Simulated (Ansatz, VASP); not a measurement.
One calculation of VH2, two programs

```
CELL_PARAMETERS angstrom
0.00000 2.08225 2.08225
2.08225 0.00000 2.08225
2.08225 2.08225 0.00000
ATOMIC_POSITIONS crystal
V 0.00000 0.00000 0.00000
H 0.25000 0.25000 0.25000
H 0.75000 0.75000 0.75000
```

Alike in both runs: functional PBEsol; k mesh 13 × 13 × 13; occupations fermi-dirac, width 0.05 eV; collinear spin.

Ansatz relaxed the structure, and its values are those at the end. VASP's run is a single point on that final structure, the one shown.

|  | VASP | Ansatz |
| --- | --- | --- |
| version | VASP 6.6.1 | Ansatz 0.2.0 |
| potentials or method | VASP PAW PBE potentials, release 64 (V_sv, H) | PAW with Ansatz's default frozen-core files, scalar-relativistic |
| plane-wave cutoff (eV) | 520 | 420 |
| valence electrons in the cell | 15 | 15 |

```tsv
	VASP	Ansatz	Ansatz less VASP
pressure (GPa)	0.1	0.0	-0.10
net moment per atom (μB)	0.00	0.00	0.000
```

Ansatz warned: «seeded_moment_not_kept».

Caveats: the PAW data sets were made with another functional, which shifts forces and pressure a little (VASP).
